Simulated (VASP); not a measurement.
A run of VASP 6.6.1 is set up as follows.

File POSCAR:

```
C                                       
1.0
    2.4656797296      0.0000000000      0.0000000000
   -1.2328398648      2.1353412860      0.0000000000
    0.0000000000      0.0000000000     21.4289500000
  C             
     4
Direct
     0.0000000000000000    0.0000000000000000    0.4207967696831503
     0.6666666699999979    0.3333333300000021    0.4207717616953062
     0.0000000000000000    0.0000000000000000    0.5792020825345219
     0.3333333300000021    0.6666666699999979    0.5792293860870217
```

Contents of INCAR.step1:

```
SYSTEM = C
  ALGO = Normal
  DIPOL = 0.5 0.5 0.500
  EDIFF = 1E-5
  ENCUT = 520
  GGA = PE
  IDIPOL = 3
  ISIF = 2
  ISMEAR = 0
  KPAR = 4
  LASPH = .True.
  LCHARG = .False.
  LDIPOL = .True.
  LREAL = .False.
  LVACPOTAV = .True.
  LVHAR = .True.
  LWAVE = .True.
  NBANDS = 16
  NELM = 80
  PREC = Accurate
  SIGMA = 0.03
```

The input INCAR.step2:

```
SYSTEM = C
  AEXX = 0.25
  ALGO = Normal
  DIPOL = 0.5 0.5 0.500
  EDIFF = 1E-6
  ENCUT = 520
  GGA = PE
  HFRCUT = -1
  IDIPOL = 3
  ISIF = 2
  ISMEAR = 0
  ISTART = 1
  KPAR = 4
  LASPH = .True.
  LCHARG = .False.
  LDIPOL = .True.
  LHFCALC = .True.
  LREAL = .False.
  LVACPOTAV = .True.
  LVHAR = .True.
  LWAVE = .False.
  NBANDS = 16
  NELM = 80
  PREC = Accurate
  PRECFOCK = Fast
  SIGMA = 0.03
```

The input KPOINTS:

```
k-points
0
Gamma
  9 9 1
  0 0 0
```

File KPOINTS_OPT:

```
explicit points
3
Reciprocal
 0.0000000000  0.0000000000  0.0000000000 1
 0.5000000000  0.0000000000  0.0000000000 1
 0.3333333300  0.3333333300  0.0000000000 1
```

Potentials or basis: VASP PAW PBE potentials, release 64 (C).

Launch:

```bash
$ cat potpaw_PBE.64/C/POTCAR > POTCAR
$ cp INCAR.step1 INCAR
$ mpirun -np 4 vasp_std > vasp.out
$ cp INCAR.step2 INCAR
$ mpirun -np 4 vasp_std > vasp.out
```

Problem. Estimate the ionisation potential of the upper face.

Solution. 4.66 eV.

Problem. What does it give for the band gap on the k mesh?

Solution. 0.62 eV, direct.

Problem. Predict the largest force.

Solution. 0.041 eV/Å.

Forces on the atoms (eV/Å):
```
C    0.000  0.000 -0.022
C    0.000  0.000 -0.041
C    0.000  0.000  0.022
C    0.000  0.000  0.041
```

Caveat: the PAW data sets were made with another functional, which shifts forces and pressure a little.
